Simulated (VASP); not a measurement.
# Nb (Im-3m) in VASP: core levels with PBEsol

Aim: the core levels of Nb with PBEsol.

Program: VASP 6.6.1. These are calculated values, not measurements. Logs are shortened: lines on timing, memory, paths and dates and some standing lists are left out, and cuts for length are marked.

## 1. Starting point

It takes space group Im-3m (No. 229, cubic). Conventional cell: a = 3.328 Å, b = 3.328 Å, c = 3.328 Å, α = 90.00°, β = 90.00°, γ = 90.00°. Around Nb (site symmetry m-3m) lie 8 Nb at 2.88 Å.

## 2. Core levels, PBEsol

INCAR

```
ALGO = Fast ; EDIFF = 1E-7
ENCUT = 520 ; GGA = PS
ICORELEVEL = 1 ; ISIF = 2
ISMEAR = -1 ; LASPH = True
LCHARG = False ; LREAL = False
LWAVE = False ; NELM = 60
PREC = Accurate ; SIGMA = 0.05
```

KPOINTS

```
k-points
0
Gamma
  14 14 14
```

POSCAR

```
Nb
1.0
   -1.6639500000      1.6639500000      1.6639500000
    1.6639500000     -1.6639500000      1.6639500000
    1.6639500000      1.6639500000     -1.6639500000
Nb
1
Direct
    0.0000000000      0.0000000000      0.0000000000
```

Potentials or basis: VASP PAW PBE potentials, release 64 (Nb_sv).

Command:

```bash
cat potpaw_PBE.64/Nb_sv/POTCAR > POTCAR
mpirun -np 1 vasp_std > vasp.out
```

OUTCAR:

```text
EDIFF = 1E-7
   ENCUT = 520
   GGA = PS
   ISIF = 2
   ISMEAR = -1
   LASPH = True
   LREAL = False
   NELM = 60
   PREC = Accurate

 ion  position               nearest neighbor table
   1  0.000  0.000  0.000-

  LATTYP: Found a body centered cubic cell.
 ALAT       =     3.3279000000

  Lattice vectors:

 A1 = (  -1.6639500000,   1.6639500000,   1.6639500000)
 A2 = (   1.6639500000,  -1.6639500000,   1.6639500000)
 A3 = (   1.6639500000,   1.6639500000,  -1.6639500000)

Analysis of symmetry for initial positions (statically):
=====================================================================
 Subroutine PRICEL returns:
 Original cell was already a primitive cell.

 Routine SETGRP: Setting up the symmetry group for a
 body centered cubic supercell.

 Subroutine GETGRP returns: Found 48 space group operations
 (whereof 48 operations were pure point group operations)
 out of a pool of 48 trial point group operations.

The static configuration has the point symmetry O_h .

Analysis of symmetry for dynamics (positions and initial velocities):
=====================================================================
 Subroutine PRICEL returns:
 Original cell was already a primitive cell.

 Routine SETGRP: Setting up the symmetry group for a
 body centered cubic supercell.

 Subroutine GETGRP returns: Found 48 space group operations
 (whereof 48 operations were pure point group operations)
 out of a pool of 48 trial point group operations.

The dynamic configuration has the point symmetry O_h .

 Subroutine INISYM returns: Found 48 space group operations
 (whereof 48 operations are pure point group operations),
 and found     1 'primitive' translations

----------------------------------------------------------------------------------------

                                     Primitive cell

  volume of cell :      18.4281

  direct lattice vectors                    reciprocal lattice vectors
    -1.663950000  1.663950000  1.663950000     0.000000000  0.300489798  0.300489798
     1.663950000 -1.663950000  1.663950000     0.300489798  0.000000000  0.300489798
     1.663950000  1.663950000 -1.663950000     0.300489798  0.300489798  0.000000000

  length of vectors
     2.882045941  2.882045941  2.882045941     0.424956748  0.424956748  0.424956748

  position of ions in fractional coordinates (direct lattice)
     0.000000000  0.000000000  0.000000000

  ion indices of the primitive-cell ions
   primitive index   ion index
                 1           1

----------------------------------------------------------------------------------------

 KPOINTS: k-points

Automatic generation of k-mesh.
 Grid dimensions read from file:
 generate k-points for:   14   14   14

 Generating k-lattice:

  Cartesian coordinates                     Fractional coordinates (reciprocal lattice)
     0.000000000  0.021463557  0.021463557     0.071428571  0.000000000  0.000000000
     0.021463557  0.000000000  0.021463557     0.000000000  0.071428571  0.000000000
     0.021463557  0.021463557  0.000000000     0.000000000  0.000000000  0.071428571

  Length of vectors
     0.030354053  0.030354053  0.030354053

  Shift w.r.t. Gamma in fractional coordinates (k-lattice)
     0.000000000  0.000000000  0.000000000

 Subroutine IBZKPT returns following result:
 ===========================================

 Found    104 irreducible k-points:

 Following reciprocal coordinates:
            Coordinates               Weight
  0.000000  0.000000  0.000000      1.000000
  0.071429  0.000000  0.000000     12.000000
  0.142857  0.000000  0.000000     12.000000
  0.214286  0.000000  0.000000     12.000000
  0.285714  0.000000  0.000000     12.000000
  0.357143  0.000000  0.000000     12.000000
[... 16 lines left out ...]
  0.285714  0.285714  0.000000     24.000000
  0.357143  0.285714 -0.000000     24.000000
 [... further k-points ...]
   k-points           NKPTS =    104   k-points in BZ     NKDIM =    104   number of bands    NBANDS=     10
   number of dos      NEDOS =    301   number of ions     NIONS =      1
   total plane-waves  NPLWV =  13824
   dimension x,y,z NGX =    24 NGY =   24 NGZ =   24
   dimension x,y,z NGXF=    48 NGYF=   48 NGZF=   48
   ions per type =               1
   NGX,Y,Z   is equivalent  to a cutoff of  13.84, 13.84, 13.84 a.u.
   NGXF,Y,Z  is equivalent  to a cutoff of  27.69, 27.69, 27.69 a.u.
 SYSTEM =  unknown system
   PREC   = accura    normal or accurate (medium, high low for compatibility)
   ISTART =      0    job   : 0-new  1-cont  2-samecut
   ICHARG =      2    charge: 1-file 2-atom 10-const
   ISPIN  =      1    spin polarized calculation?
   LNONCOLLINEAR =      F non collinear calculations
   LSORBIT =      F    spin-orbit coupling
   LASPH  =      T    aspherical Exc in radial PAW
   ENCUT  =  520.0 eV  38.22 Ry    6.18 a.u.   5.36  5.36  5.36*2*pi/ulx,y,z
   NELM   =     60;   NELMIN=  2; NELMDL= -5     # of ELM steps
   EDIFF  = 0.1E-06   stopping-criterion for ELM
   LREAL  =      F    real-space projection
   EDIFFG = 0.1E-05   stopping-criterion for IOM
   NSW    =      0    number of steps for IOM
   IBRION =     -1    ionic relax: 0-MD 1-quasi-New 2-CG
   NFREE  =      0    steps in history (QN), initial steepest desc. (CG)
   ISIF   =      2    stress and relaxation
   ISYM   =      2    0-nonsym 1-usesym 2-fastsym
   POTIM  = 0.5000    time-step for ionic-motion
   TEBEG  =    0.0;   TEEND  =   0.0 temperature during run
   PSTRESS=    0.0 pullay stress
   NELECT =      13.0000    total number of electrons
   NUPDOWN=      -1.0000    fix difference up-down
   EMIN   =  10.00;   EMAX   =-10.00  energy-range for DOS
   EFERMI =   0.00;   METHOD = LEGACY
   ISMEAR =    -1;   SIGMA  =   0.05  broadening in eV -4-tet -1-fermi 0-gaus
   EFERMI_NEDOS =   21; number of points for ismear=-14 and -15
   IALGO  =     68    algorithm
   IMIX   =      4    mixing-type and parameters
     AMIX     =   0.40;   BMIX     =  1.00
     AMIX_MAG =   1.60;   BMIX_MAG =  1.00
  volume/ion in A,a.u.               =      18.43       124.36
  Fermi-wavevector in a.u.,A,eV,Ry     =   1.457345  2.753983 28.896790  2.123854
  Thomas-Fermi vector in A             =   2.574157
   LORBIT       =      0    0 simple, 1 ext, 2 COOP (PROOUT), +10 PAW based schemes
   GGA     = PS    functional components
   LHFCALC =     F    Hartree Fock is set to
   AEXX    =    0.0000 exact exchange contribution
   IVDW    =     0    specifies the selected vdW correction
   LEPSILON=     F    determine dielectric tensor
   LRPA    =     F    only Hartree local field effects (RPA)
 non-spin polarized calculation
 RMM-DIIS sequential band-by-band and
  energy-cutoff  :      520.00
  volume of cell :       18.43
 maximum number of plane-waves:       531
 NGX is ok and might be reduce to    24
   NGX = 11   NGY = 11   NGZ = 11

 number of electron      12.9999999 magnetization

 Free energy of the ion-electron system (eV)
  ---------------------------------------------------
  ext. energy  EPLUGINS =         0.00000000
  ---------------------------------------------------
  free energy    TOTEN  =       -10.92961038 eV

  energy without entropy =      -10.91543046  energy(sigma->0) =      -10.92252042

 the core state eigenenergies are
   1-  1s -18790.4666  2s  -2615.6557  2p  -2333.7614  3s   -424.0815  3p   -331.9668
       3d   -181.4907

 E-fermi :  10.7289     XC(G=0): -12.5125

 val. band max:       10.7244192862   @ k =   0.5000   0.5000   0.1429
 cond. band min:      10.7417514816   @ k =   0.2857   0.0714  -0.0000
 fundamental gap:      0.0173321954
 Fermi energy:        10.7289323401

 k-point     1 :       0.0000    0.0000    0.0000
  band No.  band energies     occupation
      1     -43.5823      2.00000
      2     -18.9443      2.00000
      3     -18.9443      2.00000
      4     -18.9443      2.00000
      5       4.7987      2.00000
      6      11.0947      0.00133
      7      11.0947      0.00133
      8      11.0947      0.00133
      9      13.9292      0.00000
     10      13.9292      0.00000

 k-point     2 :       0.0714    0.0000    0.0000
  band No.  band energies     occupation
      1     -43.5713      2.00000
      2     -19.0121      2.00000
      3     -18.9650      2.00000
      4     -18.9448      2.00000
      5       5.0042      2.00000
      6      10.9696      0.01612
      7      11.0638      0.00247
      8      11.2910      0.00003
      9      13.7423      0.00000
     10      13.9306      0.00000

 k-point     3 :       0.1429    0.0000    0.0000
  band No.  band energies     occupation
      1     -43.5405      2.00000
      2     -19.1991      2.00000
      3     -19.0225      2.00000
      4     -18.9462      2.00000
      5       5.5753      2.00000
      6      10.6403      1.70972
      7      10.9198      0.04302
      8      11.8674      0.00000
      9      13.4265      0.00000
     10      13.9493      0.00000

 k-point     4 :       0.2143    0.0000    0.0000
  band No.  band energies     occupation
      1     -43.4956      2.00000
      2     -19.4621      2.00000
      3     -19.1046      2.00000
      4     -18.9484      2.00000
      5       6.3533      2.00000
      6      10.2101      1.99994
      7      10.6762      1.48295
      8      12.7861      0.00000
      9      13.3532      0.00000
     10      14.0180      0.00000
[... 209 lines left out ...]
 k-point    21 :       0.2857    0.2143    0.0000
  band No.  band energies     occupation
      1     -43.3567      2.00000
      2     -20.0034      2.00000
      3     -19.4702      2.00000
      4     -19.0740      2.00000
      5       8.2130      2.00000
      6       9.3836      2.00000
      7      10.4933      1.98221
      8      13.6067      0.00000
      9      14.7186      0.00000
     10      17.8492      0.00000

 k-point    22 :       0.3571    0.2143    0.0000
  band No.  band energies     occupation
      1     -43.3393      2.00000
      2     -20.0394      2.00000
      3     -19.5526      2.00000
      4     -19.0813      2.00000
      5       8.1601      2.00000
      6       9.3719      2.00000
      7      10.8143      0.30693
      8      13.8185      0.00000
      9      14.8413      0.00000
     10      19.0479      0.00000

 k-point    23 :       0.2857    0.2857    0.0000
  band No.  band energies     occupation
      1     -43.3368      2.00000

------------------------ aborting loop because EDIFF is reached ----------------------------------------

  FORCE on cell =-STRESS in cart. coord.  units (eV):
  Direction    XX          YY          ZZ          XY          YZ          ZX
  --------------------------------------------------------------------------------------
  -------------------------------------------------------------------------------------
  Total       -0.9200022     -0.9200022     -0.9200022      0.0000000      0.0000000      0.0000000
  in kB      -79.9868580    -79.9868580    -79.9868580      0.0000000      0.0000000      0.0000000
  external PRESSURE =     -79.9868580 kB  Pullay stress =       0.0000000 kB

 VOLUME and BASIS-vectors are now :
 -----------------------------------------------------------------------------
  energy-cutoff  :      520.00
  volume of cell :       18.43
      direct lattice vectors                 reciprocal lattice vectors
    -1.663950000  1.663950000  1.663950000     0.000000000  0.300489798  0.300489798
     1.663950000 -1.663950000  1.663950000     0.300489798  0.000000000  0.300489798
     1.663950000  1.663950000 -1.663950000     0.300489798  0.300489798  0.000000000

 POSITION                                       TOTAL-FORCE (eV/Angst)
 -----------------------------------------------------------------------------------
      0.00000      0.00000      0.00000         0.000000      0.000000      0.000000
 -----------------------------------------------------------------------------------
    total drift:                                0.000000      0.000000      0.000000

  FREE ENERGIE OF THE ION-ELECTRON SYSTEM (eV)
  ---------------------------------------------------
  free  energy   TOTEN  =       -10.9296103773 eV

  energy  without entropy=      -10.9154304562  energy(sigma->0) =      -10.92252042
```

It took 23 s on 1 thread of Intel Xeon 6975P-C (Granite Rapids), shared host; peak memory 0.15 GiB.

Results:

```
Free energy            : -10.9296 eV
Pressure               : -8.0 GPa
Band gap on the k mesh : none (metal or under the smearing width)
```

Levels at points of the mesh, in eV from the Fermi level:
| k point | band 4 | band 5 | band 6 | band 7 | band 8 | band 9 |
| --- | --- | --- | --- | --- | --- | --- |
| (0.00, 0.00, 0.00) | -29.67 | -5.93 | 0.37 | 0.37 | 0.37 | 3.20 |
| (0.50, 0.00, 0.00) | -29.68 | -3.65 | -1.60 | 2.17 | 3.22 | 3.88 |
| (0.50, 0.50, 0.50) | -30.55 | -3.61 | -3.61 | 5.47 | 5.47 | 5.47 |

Core levels (eV, on the scale of the bands):
```csv
atom,levels
1 Nb,"1s -18790.5, 2s -2615.7, 2p -2333.8, 3s -424.1, 3p -332.0, 3d -181.5"
```

Caveat: the PAW data sets were made with another functional, which shifts forces and pressure a little.
